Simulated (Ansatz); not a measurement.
Relaxed ZrO$_{2}$ (tetragonal-ZrO2 type, space group P4_2/nmc):

```xyz
6
Lattice="3.6208 0.0000 0.0000 0.0000 3.6208 0.0000 0.0000 0.0000 5.2843" Properties=species:S:1:pos:R:3 pbc="T T T"
Zr     0.0000     0.0000     0.0000
Zr     1.8104     1.8104     2.6421
O      0.0000     1.8104     1.0173
O      0.0000     1.8104     3.6594
O      1.8104     0.0000     1.6248
O      1.8104     0.0000     4.2670
```

In each cell atom 1 (Zr, nearest neighbour O at 2.077 Å; its periodic images, 3.6 Å or more away, move with it) moves by s·(0.000, 0.000, 1.000) (along Cartesian z), the rest being held.

All values below come from PBE (plane waves to 420 eV, PAW, scalar-relativistic; Ansatz, a first-principles code). k mesh 7×7×5 (Γ-centred), Fermi-Dirac smearing 0.05 eV. The energy includes the smearing's −TS. The PAW data are Ansatz's earlier set. This is a high-temperature form of ZrO2. ZrO2 is run without spin polarisation. ZrO2 was relaxed with its symmetry unable to fall. The zero of ΔE is the undisplaced structure.

```
s (Å)   ΔE (meV/cell)
------  -------------
-0.210            484
-0.168            312
-0.126       withheld
-0.084             79
-0.042             20
0.000               0
0.042              20
0.084              79
0.126        withheld
0.168             312
0.210             484
```

**Question.** Fit an even polynomial form (powers 2, 4) to the given rows and predict ΔE at s = 0.126.

**Answer.** Least squares on the 9 given rows: ΔE = (11210)·s² + (-5374)·s⁴, in meV/cell with s in Å; root-mean-square residual 0.2 meV/cell. At 0.126 the fit gives 177 meV/cell; the calculation gives 176 meV/cell, so the interpolation is off by 1 (+0.6 %). The quadratic term alone would give 178 meV/cell.

(For displaced atoms, the force is minus the slope of the energy, and its curvature is a force constant, which sets phonon frequencies.)
